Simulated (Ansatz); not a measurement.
Input:

SrF$_{2}$:
```cif
data_F8Sr4
_chemical_formula_sum 'Sr4 F8'
_space_group_name_H-M_alt 'Fm-3m'
_space_group_IT_number 225
_space_group_name_Hall '-F 4 2 3'
_cell_length_a 5.66300
_cell_length_b 5.66300
_cell_length_c 5.66300
_cell_angle_alpha 90.000
_cell_angle_beta 90.000
_cell_angle_gamma 90.000
loop_
_atom_site_label
_atom_site_type_symbol
_atom_site_symmetry_multiplicity
_atom_site_Wyckoff_symbol
_atom_site_fract_x
_atom_site_fract_y
_atom_site_fract_z
_atom_site_occupancy
Sr1 Sr 4 a 0.00000 0.00000 0.00000 1
F1 F 8 c 0.25000 0.25000 0.25000 1
```
(The calculation used a cell of 3 atoms; values per cell refer to that cell.)

This is the LDA-relaxed structure.

### Question
All from LDA in the plane-wave PAW code Ansatz, unless another level is named. Predict the highest zone-centre frequency (without LO–TO term).

### Answer
301 cm⁻¹.

### Question
What about the zero-point energy?

### Answer
42.1 meV/atom.

### Question
Give the Hill bulk and shear moduli.

### Answer
85.3 and 37.8 GPa.

Symmetry was held in the LDA relaxation; phonons on a q-mesh show no instability.

Potentials: the later of the program's two PAW sets.
